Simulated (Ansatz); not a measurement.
The calculation used Ansatz, DFT PBE, scalar-relativistic, plane waves, PAW. Settings: cutoff 420 eV, Γ-centred meshes spaced at most about 0.3 Å⁻¹, and about 0.25 Å⁻¹ or finer for metals (2π included), Gaussian smearing. No spin polarisation.

These are static total energies at zero pressure.

Two relaxed structures of Cd₂Te₃:

A.

```cif
data_structure
_symmetry_space_group_name_H-M 'P6/mmm'
_symmetry_Int_Tables_number 191
_cell_length_a 6.2335
_cell_length_b 6.2335
_cell_length_c 5.8868
_cell_angle_alpha 90.000
_cell_angle_beta 90.000
_cell_angle_gamma 120.000
_cell_volume 198.09
loop_
_atom_site_label
_atom_site_type_symbol
_atom_site_symmetry_multiplicity
_atom_site_Wyckoff_symbol
_atom_site_fract_x
_atom_site_fract_y
_atom_site_fract_z
_atom_site_occupancy
Cd1 Cd 2 e 0.00000 0.00000 0.26687 1
Te1 Te 3 f 0.50000 0.00000 0.00000 1
```

B.

```cif
data_structure
_symmetry_space_group_name_H-M 'R-3c:H'
_symmetry_Int_Tables_number 167
_cell_length_a 7.1732
_cell_length_b 7.1732
_cell_length_c 22.2273
_cell_angle_alpha 90.000
_cell_angle_beta 90.000
_cell_angle_gamma 120.000
_cell_volume 990.48
loop_
_atom_site_label
_atom_site_type_symbol
_atom_site_symmetry_multiplicity
_atom_site_Wyckoff_symbol
_atom_site_fract_x
_atom_site_fract_y
_atom_site_fract_z
_atom_site_occupancy
Cd1 Cd 12 c 0.66667 0.33333 0.19061 1
Te1 Te 18 e 0.94571 0.61238 0.08333 1
```

Question: Which would you expect to be lower, and how large is the difference?

Answer: B is lower, by 246 meV/atom. A has space group P6/mmm (No. 191), 39.6 Å³/atom and no gap on its mesh; B has the corundum type, space group R-3c (No. 167), 33.0 Å³/atom and no gap. Counting Te atoms around Cd (those within 1.25 times the shortest such distance or 1.15 times the sum of covalent radii; the shortest distance is added where it is long for a bond), A has Cd 6 from 3.5 Å and B has Cd 6. The denser one is the lower, and pressure would at first widen the difference. Both come from invented guesses. The lowest form computed isn't among them: it has space group P-3m1 (No. 164), 29.8 Å³/atom and lies 57 meV/atom below the best shown.

These runs have no spin–orbit coupling, which can matter for Te. Cells relaxed within their symmetry can be saddle points. Some candidate types were left out of the draw beforehand, so a known form may be missing.
